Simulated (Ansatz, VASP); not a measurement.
**Two plane-wave programs on NaH**

```xyz
4
Lattice="3.8726 0.0000 0.0000 -1.9363 3.3538 0.0000 0.0000 0.0000 4.7297" Properties=species:S:1:pos:R:3 pbc="T T T"
Na    0.0000    2.2358   -0.2956
Na    1.9363    1.1179    2.0693
H     0.0000    2.2358    2.0693
H     1.9363    1.1179    4.4341
```

Alike in both runs: task single point; functional r2SCAN; k mesh 6 × 6 × 4; no spin polarisation.

|  | VASP | Ansatz |
| --- | --- | --- |
| version | VASP 6.6.1 | Ansatz 0.2.0 |
| potentials or method | VASP PAW PBE potentials, release 64 (Na_pv, H) | plane waves, PAW |
| plane-wave cutoff (eV) | 520 | 500 |
| occupations | gaussian, width 0.01 eV | fixed |
| valence electrons in the cell | 16 | 20 |

|  | VASP | Ansatz | Ansatz less VASP |
| --- | --- | --- | --- |
| gap on the k mesh at the Fermi level (eV) | 3.70 | 3.69 | -0.013 |
| pressure (GPa) | 1.2 | 1.4 | +0.18 |

The two sets of potentials don't hold the same shells in valence. Ansatz warned: «structure_snapped_to_symmetry».

Caveats: the PAW data sets were made with another functional, which shifts forces and pressure a little (VASP). r2SCAN opens gaps a little over a GGA but as a rule still falls short of measured ones. A k mesh can miss the band edges.
